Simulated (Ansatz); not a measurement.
**Moments in MnS**

```yaml
crystal:
  lattice:
    - [0.00000, 2.80000, 2.80000]
    - [2.80000, 0.00000, 2.80000]
    - [2.80000, 2.80000, 0.00000]
  atoms:
    - { symbol: Mn, position: [0.00000, 0.00000, 0.00000] }
    - { symbol: S, position: [0.75000, 0.75000, 0.75000] }
```

Atoms are numbered in the order listed.

Conventional cell: a = 5.600 Å, b = 5.600 Å, c = 5.600 Å, α = 90.00°, β = 90.00°, γ = 90.00°. Mn (atom 1) is surrounded by 4 S at 2.42 Å. Around S (atom 2) lie 4 Mn at 2.42 Å.

The cell is COD entry 9008854, as deposited and not checked against the literature; nothing was relaxed.

Other magnetic orders may lie lower; this is the state that the run reached.

The calculation used DFT, PBE, all-electron LAPW, scalar-relativistic in Ansatz 0.2.0.

The runs use a Γ-centred 10×10×10 k mesh, Fermi–Dirac smearing of 0.05 eV, basis error target 0.5 meV/atom. PBE unless a row says otherwise.

Energies are extrapolated to zero smearing; site moments are those inside atomic spheres.

The runs: ferromagnetic start; no spin polarisation; spin-orbit coupling on.

**Question.** Which of the states with an energy lies lowest?

**Answer.** The row "ferromagnetic start", by 793 meV/atom under the next. Orders that need a larger cell weren't tried.

**Question.** Tabulate energies, moments and gaps of the runs.

**Answer.** 
```
                   run  E − E(first) (meV/atom)  spin moment Mn1 (μB)  cell spin moment (μB)  gap (eV)  P (GPa)
   ferromagnetic start                        0                  4.45                   4.92      none      1.1
  no spin polarisation                      793                     0                      0      none    -21.0
spin-orbit coupling on                        –                     –                   4.92      none      1.1
```

From all-electron PAW (datasets made for this crystal), the contact spin densities (averaged over the Thomson radius about each nucleus) in the first state are Mn1 -1.02, S2 1.37 e/Å³ (up less down).

**Question.** What Fermi-contact hyperfine field is that at S2?

**Answer.** B = (2μ0/3) μB ρs(0) = 7.769 T·Å³ × (1.37) = 10.6 T, parallel to the magnetisation of the spin-up electrons. Orbital and dipolar fields aren't included.
